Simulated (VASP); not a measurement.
## H3C2N3: single point with PBE

Crystal: H3C2N3.

```xyz
24
Lattice="8.2695 0.0000 0.0000 0.0000 8.2695 0.0000 0.0000 0.0000 8.2695" Properties=species:S:1:pos:R:3 pbc="T T T"
C     0.7647    0.6013    3.0604
C     2.0177    1.4922    3.5065
C     5.7190    2.9749   -0.0855
C     6.3656    3.2100    1.0851
C     3.8650    5.3216   -1.6738
C     3.7757    6.3062   -0.6191
N     2.9555    2.0506    3.5399
N     7.0030    2.9336    2.0081
N     3.9704    7.1933    0.1586
N     5.6081    8.5295    3.3309
N     6.0755    8.1935    4.2675
N     3.0765    6.7280    3.6405
N     2.7873    5.7021    3.9824
N     8.5064    6.5338    7.4354
N     7.5742    7.1257    6.9383
H     0.2616   -0.1499    3.9743
H    -0.0486    1.3478    3.2751
H     0.9320   -0.2386    2.4507
H     5.1176    2.1627   -0.2931
H     6.5489    3.5491   -0.8947
H     6.2778    3.0095   -1.2889
H     3.1024    4.7083   -2.6936
H     4.1471    5.8560   -2.5365
H     3.7173    4.3102   -1.1437
```

The cell was built by a generator and needn't be a form met in nature.

```yaml
Program: VASP 6.6.1
Task: single point
Functional: PBE
Potentials_or_basis: VASP PAW PBE potentials, release 64 (C, N, H)
Cutoff: 520 eV
k_mesh: 1 × 1 × 1
Occupations: fermi-dirac, width 0.05 eV
Spin: no spin polarisation
Dipole_correction: no
Charge: 7
Further_INCAR_settings: LREAL = Auto; ALGO = Normal; EDIFF = 1e-06; NBANDS = 57; NELECT = 71.0
```

- Largest force: 19.983 eV/Å
- Band gap on the k mesh: none (metal or under the smearing width)

Forces in eV/Å, atoms in the order of the input:
```
C     3.724   4.437   3.800
C   -16.494 -10.842  -3.118
C     3.570   0.924   0.732
C    -3.195   1.663  -3.697
C    -1.792   0.762   4.729
C     0.014  -2.530  -2.863
N    13.345   8.131   1.024
N     3.005  -1.108   4.240
N     0.090   1.338   1.342
N    -1.560   0.884  -2.621
N     1.438  -1.056   2.745
N    -0.247  -0.322  -0.437
N     0.173  -0.428   0.895
N    -7.052   4.539  -3.676
N     7.047  -4.385   3.632
H    -0.428   0.540  -0.497
H    -0.750  -0.026   0.303
H     0.769  -1.899  -1.651
H    -2.687  -2.187  -0.775
H     2.112   4.076   2.641
H    -1.997  -3.839  -2.867
H    -0.026   0.631  -0.723
H     1.276   0.691  -2.234
H    -0.334   0.004  -0.923
```

Levels at points of the mesh, in eV from the Fermi level:
| k point | band 33 | band 34 | band 35 | band 36 | band 37 | band 38 | band 39 | band 40 |
| --- | --- | --- | --- | --- | --- | --- | --- | --- |
| (0.00, 0.00, 0.00) | -0.21 | -0.15 | -0.11 | 0.00 | 0.09 | 0.49 | 1.00 | 4.62 |

It took 54 s on 1 thread of Intel(R) Xeon(R) 6975P-C (Granite Rapids), with other jobs on the host, peak memory 0.52 GiB.

Caveat: the cell carries a net charge on a neutralising background, which shifts energy and pressure; the cell is charged against a uniform background, so pressure and absolute levels hang on convention; the standard files for N, O and F lose accuracy on very short bonds.
